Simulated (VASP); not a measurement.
# Ir (P6_3/mmc) in VASP: further runs

One crystal, Ir, is run at these levels: PBE; tasks: single point.

Program: VASP 6.6.1. These are calculated values, not measurements. Logs are shortened: lines on timing, memory, paths and dates and some standing lists are left out, and cuts for length are marked.

### Step 1. Starting point

The structure is hexagonal, space group P6_3/mmc (No. 194). Conventional cell: a = 2.751 Å, b = 2.751 Å, c = 4.462 Å, α = 90.00°, β = 90.00°, γ = 120.00°. Ir (site symmetry -6m2) has 12 Ir at 2.74 to 2.75 Å as nearest neighbours.

This isn't the form of Ir at room conditions, which is fcc.

### Step 2. Single point, PBE

INCAR

```
SYSTEM = Ir
ADDGRID = .FALSE. ; ALGO = Normal
EDIFF = 1E-6 ; ENCUT = 650
GGA = PE ; ISIF = 2
ISMEAR = 0 ; LASPH = .TRUE.
LCHARG = .FALSE. ; LREAL = .FALSE.
LWAVE = .FALSE. ; NELM = 100
PREC = Accurate ; SIGMA = 0.2
```

KPOINTS

```
k-points
0
G
  7 7 4
  0 0 0
```

POSCAR

```
Ir
1.0
    2.7513778946      0.0000000000      0.0000000000
   -1.3756889473      2.3827631521      0.0000000000
    0.0000000000      0.0000000000      4.4622900000
Ir
2
Direct
    0.3583140000      0.6617470000      0.2121330000
    0.6598720000      0.3587530000      0.7691070000
```

Potentials or basis: VASP PAW PBE potentials, release 64 (Ir).

On the command line:

```bash
cat potpaw_PBE.64/Ir/POTCAR > POTCAR
mpirun -np 1 vasp_std > vasp.out
```

OUTCAR:

```text
SYSTEM = Ir
   EDIFF = 1E-6
   ENCUT = 650
   GGA = PE
   ISIF = 2
   ISMEAR = 0
   LASPH = .TRUE.
   LREAL = .FALSE.
   NELM = 100
   PREC = Accurate

 Found     99 irreducible k-points:

 Following reciprocal coordinates:
            Coordinates               Weight
  0.000000  0.000000  0.000000      1.000000
  0.142857  0.000000  0.000000      2.000000
  0.000000  0.142857  0.000000      2.000000
 -0.142857  0.142857  0.000000      2.000000
  0.285714 -0.000000  0.000000      2.000000
  0.000000  0.285714  0.000000      2.000000
   k-points           NKPTS =     99   k-points in BZ     NKDIM =     99   number of bands    NBANDS=     13
   number of dos      NEDOS =    301   number of ions     NIONS =      2
   total plane-waves  NPLWV =  23040
   dimension x,y,z NGX =    24 NGY =   24 NGZ =   40
   dimension x,y,z NGXF=    48 NGYF=   48 NGZF=   80
   ions per type =               2
   NGX,Y,Z   is equivalent  to a cutoff of  14.50, 14.50, 14.90 a.u.
   NGXF,Y,Z  is equivalent  to a cutoff of  29.00, 29.00, 29.80 a.u.
 SYSTEM =  Ir
   PREC   = accura    normal or accurate (medium, high low for compatibility)
   ISTART =      0    job   : 0-new  1-cont  2-samecut
   ICHARG =      2    charge: 1-file 2-atom 10-const
   ISPIN  =      1    spin polarized calculation?
   LNONCOLLINEAR =      F non collinear calculations
   LSORBIT =      F    spin-orbit coupling
   LASPH  =      T    aspherical Exc in radial PAW
   ENCUT  =  650.0 eV  47.77 Ry    6.91 a.u.   5.72  5.72  9.28*2*pi/ulx,y,z
   NELM   =    100;   NELMIN=  2; NELMDL= -5     # of ELM steps
   EDIFF  = 0.1E-05   stopping-criterion for ELM
[... 8 lines left out ...]
   TEBEG  =    0.0;   TEEND  =   0.0 temperature during run
   PSTRESS=    0.0 pullay stress
   NELECT =      18.0000    total number of electrons
   NUPDOWN=      -1.0000    fix difference up-down
   EMIN   =  10.00;   EMAX   =-10.00  energy-range for DOS
   EFERMI =   0.00;   METHOD = LEGACY
   ISMEAR =     0;   SIGMA  =   0.20  broadening in eV -4-tet -1-fermi 0-gaus
   EFERMI_NEDOS =   21; number of points for ismear=-14 and -15
   IALGO  =     38    algorithm
   IMIX   =      4    mixing-type and parameters
     AMIX     =   0.40;   BMIX     =  1.00
     AMIX_MAG =   1.60;   BMIX_MAG =  1.00
  volume/ion in A,a.u.               =      14.63        98.71
  Fermi-wavevector in a.u.,A,eV,Ry     =   1.392417  2.631287 26.379323  1.938826
  Thomas-Fermi vector in A             =   2.516162
   LORBIT       =      0    0 simple, 1 ext, 2 COOP (PROOUT), +10 PAW based schemes
   GGA     = PE    functional components
   LHFCALC =     F    Hartree Fock is set to
   AEXX    =    0.0000 exact exchange contribution
   IVDW    =     0    specifies the selected vdW correction
   LEPSILON=     F    determine dielectric tensor
   LRPA    =     F    only Hartree local field effects (RPA)
 non-spin polarized calculation
 Gauss-broadening in eV      SIGMA  =   0.20
  energy-cutoff  :      650.00
  volume of cell :       29.25
 maximum number of plane-waves:      1110
   NGX = 11   NGY = 11   NGZ = 19

 number of electron      18.0000001 magnetization

 Free energy of the ion-electron system (eV)
  ---------------------------------------------------
  ext. energy  EPLUGINS =         0.00000000
  ---------------------------------------------------
  free energy    TOTEN  =       -17.12370606 eV

  energy without entropy =      -17.09029106  energy(sigma->0) =      -17.10699856

 E-fermi :  10.0555     XC(G=0): -13.7466

 val. band max:       10.0113909911   @ k =  -0.4286   0.4286   0.0000
 cond. band min:      10.0725584250   @ k =   0.0000   0.0000   0.2500
 fundamental gap:      0.0611674339
 Fermi energy:        10.0554584971

 k-point     1 :       0.0000    0.0000    0.0000
  band No.  band energies     occupation
      1      -0.9563      2.00000
      2       1.9048      2.00000
      3       5.8695      2.00000
      4       5.9980      2.00000
      5       6.0885      2.00000
      6       6.3103      2.00000
      7       6.6659      2.00000
      8       7.7614      2.00000
      9       8.4175      2.00000
     10       9.5851      1.99912
     11       9.9348      1.60657
     12      10.8356      0.00000
     13      16.0372      0.00000

 k-point     2 :       0.1429    0.0000    0.0000
  band No.  band energies     occupation
      1      -0.2114      2.00000
      2       2.4950      2.00000
      3       5.1462      2.00000
      4       5.9603      2.00000
      5       6.2401      2.00000
      6       6.6571      2.00000
      7       6.9821      2.00000
      8       7.1113      2.00000
      9       7.9868      2.00000
     10       8.2457      2.00000
     11      10.7577      0.00000
     12      13.2266      0.00000
     13      16.1843      0.00000

 k-point     3 :       0.0000    0.1429    0.0000
  band No.  band energies     occupation
      1      -0.2111      2.00000
      2       2.4965      2.00000
      3       5.1460      2.00000
      4       5.9562      2.00000
      5       6.2399      2.00000
      6       6.6585      2.00000
      7       6.9876      2.00000
      8       7.1140      2.00000
      9       7.9855      2.00000
     10       8.2420      2.00000
     11      10.7473      0.00000
     12      13.2353      0.00000
     13      16.1843      0.00000

 k-point     4 :      -0.1429    0.1429    0.0000
  band No.  band energies     occupation
      1      -0.1983      2.00000
      2       2.5680      2.00000
      3       5.1267      2.00000
      4       5.6934      2.00000
      5       6.5202      2.00000
      6       6.7728      2.00000
      7       6.9018      2.00000
      8       7.3849      2.00000
      9       7.7418      2.00000
     10       8.1557      2.00000
     11      10.3572      0.03289
     12      13.6191      0.00000
     13      16.1971      0.00000

 k-point     5 :       0.2857   -0.0000    0.0000
  band No.  band energies     occupation
      1       1.4785      2.00000
      2       3.0091      2.00000
      3       4.0996      2.00000
      4       5.6004      2.00000
      5       5.9515      2.00000
      6       6.2484      2.00000
      7       7.4885      2.00000
      8       8.3281      2.00000
      9       8.5738      2.00000
     10       9.2098      2.00000
     11      10.9780      0.00000
     12      16.1598      0.00000
     13      16.7708      0.00000

 k-point     6 :       0.0000    0.2857    0.0000
  band No.  band energies     occupation
      1       1.4806      2.00000
      2       3.0136      2.00000
      3       4.1030      2.00000
      4       5.5969      2.00000
      5       5.9510      2.00000
      6       6.2481      2.00000
      7       7.4798      2.00000
      8       8.3280      2.00000
      9       8.5763      2.00000
     10       9.2090      2.00000
     11      10.9702      0.00000
     12      16.1630      0.00000
     13      16.7783      0.00000

 [... further k-points ...]
[... 5 lines left out ...]
  --------------------------------------------------------------------------------------
  -------------------------------------------------------------------------------------
  Total        1.5826560      0.9534391      4.1320537     -0.5527025      0.8629474     -1.5292699
  in kB       86.6778658     52.2173254    226.3016024    -30.2700485     47.2613374    -83.7540512
  external PRESSURE =     121.7322645 kB  Pullay stress =       0.0000000 kB

 VOLUME and BASIS-vectors are now :
 -----------------------------------------------------------------------------
  energy-cutoff  :      650.00
  volume of cell :       29.25
      direct lattice vectors                 reciprocal lattice vectors
     2.751377895  0.000000000  0.000000000     0.363454254  0.209840411  0.000000000
    -1.375688947  2.382763152  0.000000000     0.000000000  0.419680823  0.000000000
     0.000000000  0.000000000  4.462290000     0.000000000  0.000000000  0.224100182

 POSITION                                       TOTAL-FORCE (eV/Angst)
 -----------------------------------------------------------------------------------
      0.07550      1.57679      0.94660        -0.922051      0.519434      3.837791
      1.32202      0.85482      3.43198         0.922051     -0.519434     -3.837791
 -----------------------------------------------------------------------------------
    total drift:                               -0.000000      0.000000     -0.000001

  FREE ENERGIE OF THE ION-ELECTRON SYSTEM (eV)
  ---------------------------------------------------
  free  energy   TOTEN  =       -17.1237060601 eV

  energy  without entropy=      -17.0902910620  energy(sigma->0) =      -17.10699856
```

It took 28 s on 1 thread of Intel Xeon Platinum 8375C at 2.90GHz (Ice Lake), shared host; peak memory 0.19 GiB.

The run converged, but some of its settings lie outside the range that counts as converged, so its numbers aren't taken as properties of the crystal.

Results:

* Free energy: -17.1237 eV
* Pressure: 12.2 GPa
* Largest force: 3.981 eV/Å
* Band gap on the k mesh: none (metal or under the smearing width)

Caveat: the k mesh is coarse (spacing up to 0.38 Å⁻¹), so the values aren't converged.

### Step 3. Single point, PBE

Edit INCAR of step 2 so:

```diff
@@ -2,3 +2,3 @@
 ADDGRID = .FALSE. ; ALGO = Normal
-EDIFF = 1E-6 ; ENCUT = 650
+EDIFF = 1E-6 ; ENCUT = 280
 GGA = PE ; ISIF = 2
```

KPOINTS

```
k-points
0
G
  11 11 6
  0 0 0
```

POSCAR

```
Ir
1.0
    2.7513778946      0.0000000000      0.0000000000
   -1.3756889473      2.3827631521      0.0000000000
    0.0000000000      0.0000000000      4.4622900000
Ir
2
Direct
    0.3333333333      0.6666666667      0.2500000000
    0.6666666667      0.3333333333      0.7500000000
```

Potentials or basis: VASP PAW PBE potentials, release 64 (Ir).

On the command line:

```bash
cat potpaw_PBE.64/Ir/POTCAR > POTCAR
mpirun -np 1 vasp_std > vasp.out
```

OUTCAR:

```text
SYSTEM = Ir
   EDIFF = 1E-6
   ENCUT = 280
   GGA = PE
   ISIF = 2
   ISMEAR = 0
   LASPH = .TRUE.
   LREAL = .FALSE.
   NELM = 100
   PREC = Accurate

 Found     64 irreducible k-points:

 Following reciprocal coordinates:
            Coordinates               Weight
  0.000000  0.000000  0.000000      1.000000
  0.090909 -0.000000  0.000000      6.000000
  0.181818 -0.000000  0.000000      6.000000
  0.272727 -0.000000  0.000000      6.000000
  0.363636 -0.000000  0.000000      6.000000
  0.454545 -0.000000  0.000000      6.000000
   k-points           NKPTS =     64   k-points in BZ     NKDIM =     64   number of bands    NBANDS=     13
   number of dos      NEDOS =    301   number of ions     NIONS =      2
   total plane-waves  NPLWV =   6144
   dimension x,y,z NGX =    16 NGY =   16 NGZ =   24
   dimension x,y,z NGXF=    32 NGYF=   32 NGZF=   48
   ions per type =               2
   NGX,Y,Z   is equivalent  to a cutoff of   9.67,  9.67,  8.94 a.u.
   NGXF,Y,Z  is equivalent  to a cutoff of  19.34, 19.34, 17.88 a.u.
 SYSTEM =  Ir
   PREC   = accura    normal or accurate (medium, high low for compatibility)
   ISTART =      0    job   : 0-new  1-cont  2-samecut
   ICHARG =      2    charge: 1-file 2-atom 10-const
   ISPIN  =      1    spin polarized calculation?
   LNONCOLLINEAR =      F non collinear calculations
   LSORBIT =      F    spin-orbit coupling
[... 63 lines left out ...]
      2       2.1107      2.00000
      3       6.1929      2.00000
      4       6.2985      2.00000
      5       6.2985      2.00000
      6       6.9220      2.00000
      7       6.9220      2.00000
      8       7.6824      2.00000
      9       7.6824      2.00000
     10       9.2135      2.00000
     11      10.2122      0.05177
     12      10.2122      0.05177
     13      16.7284      0.00000
[... 66 lines left out ...]
  band No.  band energies     occupation
      1       2.6966      2.00000
      2       2.8171      2.00000
      3       3.4180      2.00000
      4       6.0421      2.00000
      5       6.4919      2.00000
      6       6.5692      2.00000
      7       7.0834      2.00000
      8      10.5115      0.00005
      9      10.8609      0.00000
     10      10.8877      0.00000
     11      12.0054      0.00000
     12      15.1304      0.00000
     13      17.6248      0.00000

 [... further k-points ...]
[... 5 lines left out ...]
  --------------------------------------------------------------------------------------
  -------------------------------------------------------------------------------------
  Total       -0.2242694     -0.2242694     -0.3626303      0.0000000      0.0000000      0.0000000
  in kB      -12.2826411    -12.2826411    -19.8602961      0.0000000      0.0000000      0.0000000
  external PRESSURE =     -14.8085261 kB  Pullay stress =       0.0000000 kB

 VOLUME and BASIS-vectors are now :
 -----------------------------------------------------------------------------
  energy-cutoff  :      280.00
  volume of cell :       29.25
      direct lattice vectors                 reciprocal lattice vectors
     2.751377895  0.000000000  0.000000000     0.363454254  0.209840411  0.000000000
    -1.375688947  2.382763152  0.000000000     0.000000000  0.419680823  0.000000000
     0.000000000  0.000000000  4.462290000     0.000000000  0.000000000  0.224100182

 POSITION                                       TOTAL-FORCE (eV/Angst)
 -----------------------------------------------------------------------------------
     -0.00000      1.58851      1.11557        -0.000000     -0.000000      0.000000
      1.37569      0.79425      3.34672         0.000000      0.000000      0.000000
 -----------------------------------------------------------------------------------
    total drift:                                0.000000     -0.000000     -0.000000

  FREE ENERGIE OF THE ION-ELECTRON SYSTEM (eV)
  ---------------------------------------------------
  free  energy   TOTEN  =       -17.5573881527 eV

  energy  without entropy=      -17.4993217237  energy(sigma->0) =      -17.52835494
```

Run time: 7.3 s. Hardware: 1 thread of Intel Xeon Platinum 8375C at 2.90GHz (Ice Lake), shared host; peak memory 0.12 GiB.

These settings aren't checked as converged: the numbers below hold their error.

What came out:

| Property | Result |
| --- | --- |
| Free energy | -17.5574 eV |
| Pressure | -1.5 GPa |
| Band gap on the k mesh | none (metal or under the smearing width) |

### Step 4. For comparison

An earlier run on the cell as given: functional PBEsol; potentials or basis VASP PAW PBE potentials, release 64 (Ir); cutoff 520 eV; k mesh 11 × 11 × 6; occupations fermi-dirac, width 0.05 eV; no spin polarisation.

- Pressure: -11.6 GPa
- Band gap on the k mesh: none (metal or under the smearing width)
